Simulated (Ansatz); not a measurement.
# GaN (P6_3mc): the equilibrium volume, part 2 of 2

Aim: the volume at which the pressure of GaN (P6_3mc) vanishes.

Ansatz 0.2.0; DFT PBE, scalar-relativistic, plane waves, PAW.

**3. Relaxing cell and atoms**

input.yaml reads:

```yaml
crystal:
  lattice:
    - [3.1889304035, 0.0, 0.0]
    - [-1.5944652018, 2.7616947404, 0.0]
    - [0.0, 0.0, 5.19235725]
  atoms:
    - { symbol: Ga, position: [0.66666667, 0.33333333, 0.49908371] }
    - { symbol: Ga, position: [0.33333333, 0.66666667, 0.99908371] }
    - { symbol: "N", position: [0.66666667, 0.33333333, 0.87591629] }
    - { symbol: "N", position: [0.33333333, 0.66666667, 0.37591629] }
basis:
  ecutwfc: 420
kpoints:
  mp_grid: { grid: [9, 9, 6] }
hamiltonian:
  xc: pbe
scf:
  occupations: { method: gaussian, width: 0.02 }
output:
  forces: true
  stress: true
  eigenvalues: true
  write_density: true
  write_potential: true
  elf: true
  volumetric_format: npy
relax:
  adjacent_minimum: "off"
  f_tol: 0.005
  max_steps: 80
  cell: { stress_tol: 0.05 }
```

On the command line:

```console
$ ansatz run input.yaml --threads 8 --pin off --max-ram 16384MiB --backend cpu --events-out ev --progress --plain --runs-dir out
```

The program printed:

```text
Warning: RAYON_NUM_THREADS=8 ignored (pool sized by the plan → 8); use --threads N
Engine: ansatz 0.2.0, aarch64-unknown-linux-gnu
Pseudopotentials: kind: paw
Pseudopotential: Ga, paw, valence charge 13, recommended cutoff 420 eV (normal), Ga.paw.azcp
Pseudopotential: N, paw, valence charge 5, recommended cutoff 420 eV (normal), N.paw.azcp
Functional definition: PBE
  parameter kappa = 0.804
  parameter beta = 0.06672455060314922
  exchange = pbe_x(kappa = kappa, mu = beta*pi^2/3)
  correlation = pbe_c(beta = beta)
Crystal: 4 atoms, lattice volume = 45.728 Å³
Basis set: ecut = 420 eV, 917 PW (Γ), exchange–correlation on 48×48×72 points (8 copies of the dense FFT grid, shifted against one another)
Bands: 22, of which v1, the nominal top of the filled ones, is band 18 counted from 1 (17 counted from 0)
Symmetry: 12 space group operations
Space group: P63mc (ITA 186), of the structure as read, at distance tolerance 3.6e-5 Å
k-points: 48 of 486 (time reversal used)
Non-local potential: Ga, projectors of the file, l = 0: 2, l = 1: 2, l = 2: 3, l = 3: 1
Non-local potential: N, projectors of the file, l = 0: 2, l = 1: 2, l = 2: 1
PAW form: soft (Blöchl's): semilocal exchange-correlation on the pseudo side does not see the compensation charge
PAW one-centre angular grid: Ga, 590 points (default); XC on 64 Gauss nodes
PAW one-centre angular grid: N, 110 points (default); XC on 64 Gauss nodes
Initial density: superposition of atomic densities (neutral atoms: chi_scale 0, normalization atom), corrected by the library's trained network
Initial wavefunctions: pseudopotential atomic-orbital guess
Functional: x = pbe(κ = 0.804, μ = 0.2195149727645171), c = pbe(β = 0.06672455060314922)
SCF iter   1: F=—  HF=-8335.816035 eV  |F-HF|=—  |Δ(HF+E_count)|=         —  Δρ=8.45e-4  dr2=1.93e-4  ethr=1.77e-3  ⟨swp⟩=5.3  Hψ=4339  notcnv=0
preconditioner: auto → Resta (q_TF=auto, 2.622 Å⁻¹)  ε∞=5.0  [insulator: Δε(μ)=1.893 eV  Ē_g=16.573 eV  σ=0.020 eV  W_gap=1.00  n_scr=22 (ndim 8)  ℏωp=32.9 eV  f_vac=0.009  D(μ)=0.00/eV (n_scr^D=0)  ε∞_Penn≈5.0]
SCF iter   2: F=—  HF=-8335.816614 eV  |F-HF|=—  |Δ(HF+E_count)|=   5.79e-4  Δρ=3.99e-4  dr2=2.75e-5  ethr=5.36e-7  ⟨swp⟩=2.0  Hψ=2385  notcnv=0
SCF iter   3: F=—  HF=-8335.816728 eV  |F-HF|=—  |Δ(HF+E_count)|=   1.14e-4  Δρ=1.86e-4  dr2=7.09e-6  ethr=7.63e-8  ⟨swp⟩=2.0  Hψ=1840  notcnv=0
SCF iter   4: F=—  HF=-8335.816755 eV  |F-HF|=—  |Δ(HF+E_count)|=   2.70e-5  Δρ=5.77e-5  dr2=1.07e-6  ethr=1.97e-8  ⟨swp⟩=2.0  Hψ=1892  notcnv=0
iter 5 did not close the SCF: its close was put off for the readings that it lacked (scf_convergence_deferred on its scf_iter line)
SCF iter   5: F=-8335.816758 eV  HF=-8335.816758 eV  |F-HF|=2.35e-7  |Δ(HF+E_count)|=   2.86e-6  Δρ=1.88e-5  dr2=9.75e-8  ethr=2.98e-9  ⟨swp⟩=2.0  Hψ=1907  notcnv=0
SCF iter   6: F=-8335.816758 eV  HF=-8335.816758 eV  |F-HF|=2.27e-9  |Δ(HF+E_count)|=   2.54e-7  Δρ=5.20e-6  dr2=1.08e-8  ethr=2.71e-10  ⟨swp⟩=5.0  Hψ=6159  notcnv=0
SCF 1 converged in 6 iterations: F = -8335.816758 eV  dr2 = 1.08e-8
relax step   1: F+E_penalty+E_count = -8335.81675801 eV  Δ(F+E_penalty+E_count) = +0.000e0 eV  max|allowed force component| = 5.812e-3 eV/Å  Δτ_max = 0.0000 Å  P = +5.158 GPa  Ω = 45.728 Å³  (6 SCF iters, dr2 threshold 1.00e-7 eV, accepted)
Crystal: 4 atoms, lattice volume = 46.485 Å³
Initial density: handed on by an earlier stage of this run
Initial wavefunctions: those handed on with the density
iter 1 solved again at ethr=1.46e-5 eV; its pass at ethr=3.10e-3 eV (dr2=5.25e-3 eV) is discarded
SCF iter   1: F=—  HF=-8335.832455 eV  |F-HF|=—  |Δ(HF+E_count)|=         —  Δρ=3.17e-3  dr2=5.25e-3  ethr=1.46e-5  ⟨swp⟩=1.0  Hψ=5277  notcnv=0
preconditioner: auto → Resta (q_TF=auto, 2.615 Å⁻¹)  ε∞=4.9  [insulator: Δε(μ)=1.765 eV  Ē_g=16.460 eV  σ=0.020 eV  W_gap=1.00  n_scr=22 (ndim 8)  ℏωp=32.7 eV  f_vac=0.012  D(μ)=0.00/eV (n_scr^D=0)  ε∞_Penn≈4.9]
SCF iter   2: F=—  HF=-8335.831075 eV  |F-HF|=—  |Δ(HF+E_count)|=   1.38e-3  Δρ=6.73e-4  dr2=2.24e-4  ethr=1.46e-5  ⟨swp⟩=2.0  Hψ=1538  notcnv=0
SCF iter   3: F=—  HF=-8335.831102 eV  |F-HF|=—  |Δ(HF+E_count)|=   2.75e-5  Δρ=4.11e-4  dr2=6.85e-5  ethr=6.23e-7  ⟨swp⟩=1.9  Hψ=1791  notcnv=0
SCF iter   4: F=—  HF=-8335.831130 eV  |F-HF|=—  |Δ(HF+E_count)|=   2.82e-5  Δρ=1.09e-4  dr2=4.71e-6  ethr=1.90e-7  ⟨swp⟩=2.9  Hψ=2203  notcnv=0
SCF iter   5: F=—  HF=-8335.831127 eV  |F-HF|=—  |Δ(HF+E_count)|=   2.95e-6  Δρ=5.03e-5  dr2=7.26e-7  ethr=1.31e-8  ⟨swp⟩=2.0  Hψ=1916  notcnv=0
SCF iter   6: F=-8335.831128 eV  HF=-8335.831128 eV  |F-HF|=1.52e-8  |Δ(HF+E_count)|=   1.20e-6  Δρ=1.09e-5  dr2=5.11e-8  ethr=1.11e-9  ⟨swp⟩=9.6  Hψ=8022  notcnv=0
SCF 2 converged in 6 iterations: F = -8335.831128 eV  dr2 = 5.11e-8
relax step   2: F+E_penalty+E_count = -8335.83112849 eV  Δ(F+E_penalty+E_count) = -1.437e-2 eV  max|allowed force component| = 8.162e-4 eV/Å  Δτ_max = 0.0005 Å  P = +1.997 GPa  Ω = 46.485 Å³  energy of the carried Pulay correction = -2.420e-3 eV  (6 SCF iters, dr2 threshold 4.00e-7 eV, accepted)
Crystal: 4 atoms, lattice volume = 46.976 Å³
Basis set: ecut = 420 eV, 941 PW (Γ), exchange–correlation on 48×48×72 points (8 copies of the dense FFT grid, shifted against one another)
iter 1 solved again at ethr=5.68e-6 eV; its pass at ethr=3.10e-3 eV (dr2=2.04e-3 eV) is discarded
SCF iter   1: F=—  HF=-8335.833256 eV  |F-HF|=—  |Δ(HF+E_count)|=         —  Δρ=1.97e-3  dr2=2.05e-3  ethr=5.68e-6  ⟨swp⟩=2.0  Hψ=5089  notcnv=0
preconditioner: auto → Resta (q_TF=auto, 2.610 Å⁻¹)  ε∞=4.9  [insulator: Δε(μ)=1.704 eV  Ē_g=16.388 eV  σ=0.020 eV  W_gap=1.00  n_scr=22 (ndim 8)  ℏωp=32.5 eV  f_vac=0.013  D(μ)=0.00/eV (n_scr^D=0)  ε∞_Penn≈4.9]
SCF iter   2: F=—  HF=-8335.832713 eV  |F-HF|=—  |Δ(HF+E_count)|=   5.43e-4  Δρ=4.24e-4  dr2=8.99e-5  ethr=5.68e-6  ⟨swp⟩=2.0  Hψ=1531  notcnv=0
SCF iter   3: F=—  HF=-8335.832732 eV  |F-HF|=—  |Δ(HF+E_count)|=   1.93e-5  Δρ=2.58e-4  dr2=2.81e-5  ethr=2.50e-7  ⟨swp⟩=1.3  Hψ=1288  notcnv=0
SCF iter   4: F=—  HF=-8335.832743 eV  |F-HF|=—  |Δ(HF+E_count)|=   1.10e-5  Δρ=4.73e-5  dr2=9.42e-7  ethr=7.82e-8  ⟨swp⟩=3.0  Hψ=2071  notcnv=0
SCF iter   5: F=-8335.832743 eV  HF=-8335.832743 eV  |F-HF|=2.44e-7  |Δ(HF+E_count)|=   3.59e-9  Δρ=2.87e-5  dr2=2.28e-7  ethr=1.11e-9  ⟨swp⟩=9.4  Hψ=9272  notcnv=0
SCF 3 converged in 5 iterations: F = -8335.832743 eV  dr2 = 2.28e-7
relax step   3: F+E_penalty+E_count = -8335.83274306 eV  Δ(F+E_penalty+E_count) = -1.615e-3 eV  max|allowed force component| = 1.524e-3 eV/Å  Δτ_max = 0.0002 Å  P = +0.082 GPa  Ω = 46.976 Å³  energy of the carried Pulay correction = -3.970e-3 eV  (5 SCF iters, dr2 threshold 4.00e-7 eV, accepted)
Crystal: 4 atoms, lattice volume = 46.997 Å³
iter 1 solved again at ethr=1.41e-8 eV; its pass at ethr=3.10e-3 eV (dr2=5.06e-6 eV) is discarded
SCF iter   1: F=—  HF=-8335.832673 eV  |F-HF|=—  |Δ(HF+E_count)|=         —  Δρ=1.01e-4  dr2=5.13e-6  ethr=1.41e-8  ⟨swp⟩=2.0  Hψ=5244  notcnv=0
preconditioner: auto → Resta (q_TF=auto, 2.610 Å⁻¹)  ε∞=4.9  [insulator: Δε(μ)=1.714 eV  Ē_g=16.387 eV  σ=0.020 eV  W_gap=1.00  n_scr=22 (ndim 8)  ℏωp=32.5 eV  f_vac=0.012  D(μ)=0.00/eV (n_scr^D=0)  ε∞_Penn≈4.9]
SCF iter   2: F=—  HF=-8335.832682 eV  |F-HF|=—  |Δ(HF+E_count)|=   9.39e-6  Δρ=2.83e-5  dr2=4.33e-7  ethr=1.41e-8  ⟨swp⟩=2.0  Hψ=1338  notcnv=0
SCF iter   3: F=—  HF=-8335.832682 eV  |F-HF|=—  |Δ(HF+E_count)|=   1.73e-7  Δρ=1.76e-5  dr2=1.63e-7  ethr=1.11e-10  ⟨swp⟩=7.2  Hψ=6370  notcnv=0
SCF iter   4: F=-8335.832683 eV  HF=-8335.832683 eV  |F-HF|=3.31e-8  |Δ(HF+E_count)|=   1.63e-7  Δρ=6.88e-6  dr2=2.13e-8  ethr=1.11e-10  ⟨swp⟩=5.5  Hψ=6586  notcnv=0
SCF 4 converged in 4 iterations: F = -8335.832683 eV  dr2 = 2.13e-8
relax step   4: F+E_penalty+E_count = -8335.83268252 eV  Δ(F+E_penalty+E_count) = +6.053e-5 eV  max|allowed force component| = 9.691e-4 eV/Å  Δτ_max = 0.0001 Å  P = +0.001 GPa  Ω = 46.997 Å³  energy of the carried Pulay correction = -4.037e-3 eV  (4 SCF iters, dr2 threshold 3.99e-8 eV, accepted)
Initial wavefunctions: pseudopotential atomic-orbital guess (no wavefunctions were taken with the density)
iter 1 solved again at ethr=4.39e-8 eV; its pass at ethr=3.10e-3 eV (dr2=1.58e-5 eV) is discarded
SCF iter   1: F=—  HF=-8335.835792 eV  |F-HF|=—  |Δ(HF+E_count)|=         —  Δρ=5.65e-4  dr2=5.53e-6  ethr=4.39e-8  ⟨swp⟩=3.1  Hψ=7226  notcnv=0
preconditioner: auto → Resta (q_TF=auto, 2.610 Å⁻¹)  ε∞=4.9  [insulator: Δε(μ)=1.716 eV  Ē_g=16.387 eV  σ=0.020 eV  W_gap=1.00  n_scr=22 (ndim 8)  ℏωp=32.5 eV  f_vac=0.012  D(μ)=0.00/eV (n_scr^D=0)  ε∞_Penn≈4.9]
SCF iter   2: F=—  HF=-8335.836954 eV  |F-HF|=—  |Δ(HF+E_count)|=   1.16e-3  Δρ=2.88e-4  dr2=1.75e-6  ethr=1.54e-8  ⟨swp⟩=2.1  Hψ=1782  notcnv=0
SCF iter   3: F=—  HF=-8335.837311 eV  |F-HF|=—  |Δ(HF+E_count)|=   3.57e-4  Δρ=8.67e-5  dr2=1.34e-7  ethr=4.85e-9  ⟨swp⟩=2.9  Hψ=1980  notcnv=0
SCF iter   4: F=—  HF=-8335.837345 eV  |F-HF|=—  |Δ(HF+E_count)|=   3.43e-5  Δρ=7.29e-6  dr2=8.56e-9  ethr=3.73e-10  ⟨swp⟩=2.0  Hψ=1920  notcnv=0
SCF iter   5: F=—  HF=-8335.837345 eV  |F-HF|=—  |Δ(HF+E_count)|=   6.12e-8  Δρ=3.00e-6  dr2=1.09e-9  ethr=2.38e-11  ⟨swp⟩=2.0  Hψ=1901  notcnv=0
SCF iter   6: F=—  HF=-8335.837345 eV  |F-HF|=—  |Δ(HF+E_count)|=   3.14e-8  Δρ=7.79e-7  dr2=3.06e-10  ethr=3.03e-12  ⟨swp⟩=2.0  Hψ=1898  notcnv=0
SCF iter   7: F=-8335.837345 eV  HF=-8335.837345 eV  |F-HF|=2.36e-11  |Δ(HF+E_count)|=  6.64e-10  Δρ=1.59e-7  dr2=9.83e-12  ethr=1.00e-12  ⟨swp⟩=4.0  Hψ=5165  notcnv=0
SCF 5 converged in 7 iterations: F = -8335.837345 eV  dr2 = 9.83e-12
relax step   5: F+E_penalty+E_count = -8335.83734532 eV  Δ(F+E_penalty+E_count) = -4.663e-3 eV  max|allowed force component| = 8.896e-4 eV/Å  Δτ_max = 0.0000 Å  P = +0.130 GPa  Ω = 46.997 Å³  stress off target by 1.36e-1 GPa  SCF on the basis re-selected at this cell (its energy is not comparable with the rows above)  (7 SCF iters)
basis re-selected at this cell: Δ(F+E_penalty+E_count) = -4.663e-3 eV, ΔP = +0.129 GPa vs the last step (what re-selecting the basis moved, of the pressure what is left beyond the Pulay correction that the steps carried, after the strain that the cell walked since its last selection, with what the two solves' SCF thresholds leave and, on support functions, any second-order correction that the steps lacked; it is no measure of the basis error at this ecutwfc). This SCF's stress stands 1.36e-1 GPa from its target on what of the cell is left free (relax.cell.stress_tol is 5.00e-2 GPa) and its largest allowed force component is 8.90e-4 eV/Å (relax.f_tol is 5.00e-3 eV/Å): not within both, so this SCF does not close the relaxation
Crystal: 4 atoms, lattice volume = 47.031 Å³
iter 1 solved again at ethr=2.67e-8 eV; its pass at ethr=3.10e-3 eV (dr2=9.63e-6 eV) is discarded
SCF iter   1: F=—  HF=-8335.837246 eV  |F-HF|=—  |Δ(HF+E_count)|=         —  Δρ=1.36e-4  dr2=9.80e-6  ethr=2.67e-8  ⟨swp⟩=2.5  Hψ=5095  notcnv=0
preconditioner: auto → Resta (q_TF=auto, 2.609 Å⁻¹)  ε∞=4.9  [insulator: Δε(μ)=1.710 eV  Ē_g=16.382 eV  σ=0.020 eV  W_gap=1.00  n_scr=22 (ndim 8)  ℏωp=32.5 eV  f_vac=0.012  D(μ)=0.00/eV (n_scr^D=0)  ε∞_Penn≈4.9]
SCF iter   2: F=—  HF=-8335.837253 eV  |F-HF|=—  |Δ(HF+E_count)|=   7.86e-6  Δρ=2.96e-5  dr2=4.21e-7  ethr=2.67e-8  ⟨swp⟩=2.0  Hψ=1348  notcnv=0
SCF iter   3: F=—  HF=-8335.837254 eV  |F-HF|=—  |Δ(HF+E_count)|=   2.37e-8  Δρ=1.77e-5  dr2=1.35e-7  ethr=1.28e-10  ⟨swp⟩=7.0  Hψ=5958  notcnv=0
SCF iter   4: F=-8335.837254 eV  HF=-8335.837254 eV  |F-HF|=9.88e-9  |Δ(HF+E_count)|=   5.00e-8  Δρ=3.95e-6  dr2=6.95e-9  ethr=1.28e-10  ⟨swp⟩=7.8  Hψ=6485  notcnv=0
SCF 6 converged in 4 iterations: F = -8335.837254 eV  dr2 = 6.95e-9
relax step   6: F+E_penalty+E_count = -8335.83725356 eV  Δ(F+E_penalty+E_count) = +9.176e-5 eV  max|allowed force component| = 1.497e-5 eV/Å  Δτ_max = 0.0000 Å  P = +0.003 GPa  Ω = 47.031 Å³  energy of the carried Pulay correction = -1.060e-4 eV  (4 SCF iters, dr2 threshold 4.61e-8 eV, accepted)
iter 1 solved again at ethr=2.20e-8 eV; its pass at ethr=3.10e-3 eV (dr2=7.92e-6 eV) is discarded
SCF iter   1: F=—  HF=-8335.837343 eV  |F-HF|=—  |Δ(HF+E_count)|=         —  Δρ=5.93e-6  dr2=7.49e-9  ethr=2.20e-8  ⟨swp⟩=3.1  Hψ=7539  notcnv=0
preconditioner: auto → Resta (q_TF=auto, 2.609 Å⁻¹)  ε∞=4.9  [insulator: Δε(μ)=1.711 eV  Ē_g=16.382 eV  σ=0.020 eV  W_gap=1.00  n_scr=22 (ndim 8)  ℏωp=32.5 eV  f_vac=0.012  D(μ)=0.00/eV (n_scr^D=0)  ε∞_Penn≈4.9]
SCF iter   2: F=—  HF=-8335.837358 eV  |F-HF|=—  |Δ(HF+E_count)|=   1.58e-5  Δρ=3.64e-6  dr2=3.13e-9  ethr=2.08e-11  ⟨swp⟩=2.0  Hψ=1921  notcnv=0
SCF iter   3: F=—  HF=-8335.837358 eV  |F-HF|=—  |Δ(HF+E_count)|=   3.94e-9  Δρ=2.05e-6  dr2=1.19e-9  ethr=8.68e-12  ⟨swp⟩=2.8  Hψ=2156  notcnv=0
SCF iter   4: F=—  HF=-8335.837358 eV  |F-HF|=—  |Δ(HF+E_count)|=   2.33e-9  Δρ=8.32e-7  dr2=2.10e-10  ethr=3.31e-12  ⟨swp⟩=2.1  Hψ=1435  notcnv=0
SCF iter   5: F=-8335.837358 eV  HF=-8335.837358 eV  |F-HF|=1.82e-11  |Δ(HF+E_count)|=  5.00e-10  Δρ=1.69e-7  dr2=1.17e-11  ethr=1.00e-12  ⟨swp⟩=4.0  Hψ=5116  notcnv=0
SCF 7 converged in 5 iterations: F = -8335.837358 eV  dr2 = 1.17e-11
relax step   7: F+E_penalty+E_count = -8335.83735839 eV  Δ(F+E_penalty+E_count) = -1.048e-4 eV  max|allowed force component| = 1.618e-6 eV/Å  Δτ_max = 0.0000 Å  P = +0.004 GPa  Ω = 47.031 Å³  stress off target by 4.63e-3 GPa  SCF on the basis re-selected at this cell (its energy is not comparable with the rows above)  (5 SCF iters)
basis re-selected at this cell: Δ(F+E_penalty+E_count) = -1.048e-4 eV, ΔP = +0.002 GPa vs the last step (what re-selecting the basis moved, of the pressure what is left beyond the Pulay correction that the steps carried, after the strain that the cell walked since its last selection, with what the two solves' SCF thresholds leave and, on support functions, any second-order correction that the steps lacked; it is no measure of the basis error at this ecutwfc). This SCF's stress stands 4.63e-3 GPa from its target on what of the cell is left free (relax.cell.stress_tol is 5.00e-2 GPa) and its largest allowed force component is 1.62e-6 eV/Å (relax.f_tol is 5.00e-3 eV/Å): within both
SCF converged after 5 iterations
Free energy (F): -8335.837358 eV
Harris-Foulkes:  -8335.837358 eV  (|F-HF|=1.82e-11)
Internal energy: -8335.837358 eV  (E = F + TS)
E sigma→0 (E₀):  -8335.837358 eV
Fermi energy:    10.116705 eV
--- Per-component energies (eV) ---
  E_band       = -24.085659
  E_kinetic    = 492.185584
  E_local      = -3949.639754  (includes V_loc(G=0)·N_el)
  E_nonlocal   = 948.674625
  E_hartree    = 1813.647367
  E_xc         = -256.803683
  E_vxc        = -267.226335  (∫ρ·V_xc dr)
  E_paw        = -4240.957261  (= ΣΔE_a)
  E_vpaw       = -875.374751  (= ΣTr[D̂ρ^β])
  E_aug_tail   = 0.000157  (compensation charges beyond the density's cutoff)
  E_ewald      = -3142.944394
  E_smearing   = -0.000000  (= −TS)
  E_closure    = 0.000000  (closes the sum)
  Σ components = -8335.837358   (vs F -8335.837358, Δ=0.00e0)
--- Forces (eV/Å), atoms counted from 1 ---
  atom   1  Ga     0.00000000    -0.00000000    -0.00000161
  atom   2  Ga     0.00000000     0.00000000    -0.00000161
  atom   3  N      0.00000000    -0.00000000     0.00000163
  atom   4  N     -0.00000000     0.00000000     0.00000163
  max |Σ_I F_I| component: 4.61e-8 eV/Å
--- Stress (GPa, compression-positive) ---
        0.004405       0.000000       0.000000
        0.000000       0.004405      -0.000000
        0.000000      -0.000000       0.004631
  P = ⅓ Tr σ = 0.0045 GPa (0.045 kbar)
--- Band table (eV; the first three rows and the last of 48) ---
  k-point 0: bands = ["-6.4721", "-5.6704", "-4.2029", "-4.1889", "-4.1889", "-4.1336", "-4.1336", "-3.9605", "-3.9605", "-3.8711", "-3.8711", "-2.6165", "2.4008", "8.2657", "8.2657", "9.2252", "9.2614", "9.2614", "10.9719", "13.3287", "18.2821", "18.9974"]
  k-point 1: bands = ["-6.3968", "-5.6946", "-4.1875", "-4.1875", "-4.1780", "-4.1394", "-4.1394", "-3.9523", "-3.9523", "-3.8751", "-3.8751", "-2.8765", "2.8723", "8.3293", "8.3293", "8.3979", "9.1919", "9.1919", "11.6782", "13.3829", "18.0918", "19.0316"]
  k-point 2: bands = ["-6.1991", "-5.7834", "-4.1819", "-4.1819", "-4.1539", "-4.1539", "-4.0779", "-3.9317", "-3.9317", "-3.8874", "-3.8874", "-3.3961", "4.0208", "6.9836", "8.5052", "8.5052", "9.0035", "9.0035", "12.6727", "13.4695", "17.6995", "18.1319"]
  k-point 47: bands = ["-5.5212", "-5.5212", "-4.0783", "-4.0783", "-4.0649", "-4.0649", "-3.9405", "-3.9405", "-3.9185", "-3.9185", "-2.1838", "-2.1838", "3.2346", "3.2346", "5.2246", "5.2246", "7.8420", "7.8420", "15.4893", "15.4893", "16.5102", "16.5102"]
--- Relaxed structure (5 steps of the walk, 5 accepted, 2 SCFs on fresh bases) ---
  F+E_penalty+E_count = -8335.83735839 eV   max|allowed force component| = 1.618e-6 eV/Å   (the final SCF, on the basis selected at the relaxed cell)
  cell:  # Å, volume = 47.0314 Å³
    - [3.218357134588523, 2.9133924686576016e-11, 2.5372420585797906e-18]
    - [-1.6091785673194923, 2.787179036989988, -2.0075404944289027e-18]
    - [4.131249519678821e-18, -1.3892678961937702e-18, 5.243108945911391]
  atoms:
    - { symbol: Ga, position: [0.6666666666666666, 0.3333333333333333, 0.4991348445868718] }
    - { symbol: Ga, position: [0.3333333333333333, 0.6666666666666666, 0.9991348445868719] }
    - { symbol: N, position: [0.6666666666666666, 0.3333333333333333, 0.8758651554131281] }
    - { symbol: N, position: [0.3333333333333333, 0.6666666666666666, 0.3758651554131282] }
```

Wall time 6.9 s (8 threads of Arm Neoverse V1, shared host); peak memory 0.48 GiB.

Step by step:

| step | energy from step 1 (meV/atom) | largest force component (eV/Å) | pressure (GPa) | volume (Å³/atom) |
| --- | --- | --- | --- | --- |
| 1 | 0.0 | 0.006 | 5.16 | 11.432 |
| 2 | -3.6 | 0.001 | 2.00 | 11.621 |
| 3 | -4.0 | 0.002 | 0.08 | 11.744 |
| 4 | -4.0 | 0.001 | 0.00 | 11.749 |
| 5 | -5.1 | 0.001 | 0.13 | 11.749 |
| 6 | -5.1 | 0.000 | 0.00 | 11.758 |
| 7 | -5.2 | 0.000 | 0.00 | 11.758 |

Step 1 is the start. Step 5 repeats a cell on a basis chosen anew, so the energy can jump there without a move. Step 7 repeats the geometry before it on a plane-wave basis chosen anew for the final cell, which leaves the energy as it was.

Read off: volume 11.758 Å³/atom, pressure 0.00 GPa, gap on the mesh 1.71 eV.

**4. The cell, before and after**

The cell before and after:

| cell as typed | before | after | change |
| --- | --- | --- | --- |
| a (Å) | 3.189 | 3.218 | +0.9 % |
| b (Å) | 3.189 | 3.218 | +0.9 % |
| c (Å) | 5.192 | 5.243 | +1.0 % |
| volume (Å³/atom) | 11.432 | 11.758 | +2.8 % |
| shortest distance (Å) | 1.949 | 1.967 | +0.9 % |
| space group | P6_3mc | P6_3mc | same |

**5. What came out**

This closing draws on all 2 parts. Changes of volume or cell count from the first structure of part 1.

```
         quantity                                                                       value
           volume                                                              11.758 Å³/atom
         pressure                                                                    0.00 GPa
conventional cell  a = 3.218 Å, b = 3.218 Å, c = 5.243 Å, α = 90.00°, β = 90.00°, γ = 120.00°
  gap on the mesh                                                                     1.71 eV
```

In words: Over the 2 runs shown the cell moved from 11.43 to 11.76 Å³/atom, a change of +2.8 %, where the pressure is zero within 0.01 GPa.

These are semilocal Kohn-Sham gaps, which aren't the measured quantity. Such gaps usually fall short of the measured ones.
